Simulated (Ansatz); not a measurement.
# Zone-centre modes in AlN

All numbers below come from DFT r2SCAN, scalar-relativistic, plane waves, PAW in Ansatz 0.2.0. Settings: plane waves to 500 eV, k-mesh 8×8×8 (Γ-centred), Gaussian smearing 0.05 eV. No spin polarisation.

The undisturbed cell (relaxed at this level):

```
CELL_PARAMETERS angstrom
-3.10667 0.00000 0.00000
0.00000 5.38090 0.00000
1.55333 -2.69045 -4.97840
ATOMIC_POSITIONS crystal
Al 0.99915 0.33249 0.99831
Al 0.49915 0.83249 0.99831
Al 0.24915 0.91582 0.49831
Al 0.74915 0.41582 0.49831
N 0.80835 0.14168 0.61669
N 0.30835 0.64168 0.61669
N 0.05835 0.72501 0.11669
N 0.55835 0.22501 0.11669
```

Harmonic modes by finite displacements of 0.02 Å, without the LO–TO term. The cell doubles the primitive one, so its zone centre also holds the primitive cell's point q = (0, 1/2, 1/2).

(1) At this geometry, is the structure stable against these modes?

(2) List the wavenumbers in cm⁻¹.

Results:

(1) Yes: no mode is imaginary beyond 10 cm⁻¹, and only the three translations lie near zero.

(2) 0, 0, 0, 249, 250, 280, 280, 308, 308, 559, 579, 579, 621, 664, 664, 672, 672, 677, 677, 680, 680, 740, 742, 742.

Cost: 1 run of about 12 core-minutes, on Arm Neoverse V2 (shared hosts).